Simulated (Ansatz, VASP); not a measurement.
**Two plane-wave programs on ZnS**

```xyz
2
Lattice="0.0000 2.6945 2.2903 2.6945 0.0000 2.2903 2.6945 2.6945 0.0000" Properties=species:S:1:pos:R:3 pbc="T T T"
Zn    0.0000    0.0000    0.0000
S     4.0418    4.0418    3.4355
```

Change from the starting cell: strain -0.1500 x Voigt [0, 0, 1, 0, 0, 0], atoms carried along.

Alike in both runs: task single point; functional r2SCAN; k mesh 8 × 8 × 8; occupations gaussian, width 0.05 eV; no spin polarisation.

|  | VASP | Ansatz |
| --- | --- | --- |
| version | VASP 6.6.1 | Ansatz 0.2.0 |
| potentials or method | VASP PAW PBE potentials, release 64 (Zn, S) | scalar-relativistic, plane waves, PAW |
| plane-wave cutoff (eV) | 520 | 500 |
| valence electrons in the cell | 18 | 18 |

```tsv
	VASP	Ansatz	Ansatz less VASP
gap on the k mesh at the Fermi level (eV)	2.48	2.47	-0.009
least direct gap on the mesh (eV)	3.20	3.17	-0.028
pressure (GPa)	17.1	17.0	-0.10
largest component of the traceless stress (GPa)	1.95	1.96	+0.015
```

Caveats: so large a pressure means that the cell lies far from this level's equilibrium, or that cutoff or potentials fall short (VASP); the potentials were made for another functional, which shifts forces and pressure (VASP). A k mesh can miss the band edges.
